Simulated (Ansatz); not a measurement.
Ta: relaxation of cell and atoms with revPBE

Crystal: Ta.

```
Ta
1.0
    -1.65128    1.65128    1.65128
     1.65128   -1.65128    1.65128
     1.65128    1.65128   -1.65128
Ta
1
Direct
  0.00000 0.00000 0.00000
```

```json
{
  "Program": "Ansatz 0.2.0",
  "Task": "relaxation of cell and atoms",
  "Functional": "revPBE",
  "Potentials or basis": "all-electron LAPW, scalar-relativistic",
  "Basis error allowed": "0.001 eV/atom",
  "k mesh": "11 × 11 × 11",
  "Occupations": "fermi-dirac, width 0.05 eV",
  "Spin": "no spin polarisation"
}
```

The relaxed volume is 18.48 Å³/atom and the relaxed cell is a = 2.885 Å, b = 2.885 Å, c = 2.885 Å, α = 109.47°, β = 109.47°, γ = 109.47°. The space group after relaxing (to 0.05 Å) is Im-3m (No. 229). The energy gained by relaxing is 7.3 meV/atom, the ionic steps are 4 and the pressure after relaxing is 0.0 GPa.

The path:
```tsv
step	energy change (eV)	largest force (eV/Å)	volume (Å³)
1	0.0000	0.0000	18.01
2	-0.0072	0.0000	18.53
3	-0.0073	0.0000	18.48
4	-0.0073	0.0000	18.48
```

Final structure:
```
CELL_PARAMETERS angstrom
-1.66556 1.66556 1.66556
1.66556 -1.66556 1.66556
1.66556 1.66556 -1.66556
ATOMIC_POSITIONS crystal
Ta 0.00000 0.00000 0.00000
```

Wall time 28 s on 1 thread of Arm Neoverse V1, on a shared host, peak memory 0.28 GiB.

Spin-orbit coupling is left out, which matters for the levels of Ta. Zero-point motion and thermal expansion aren't in these numbers.
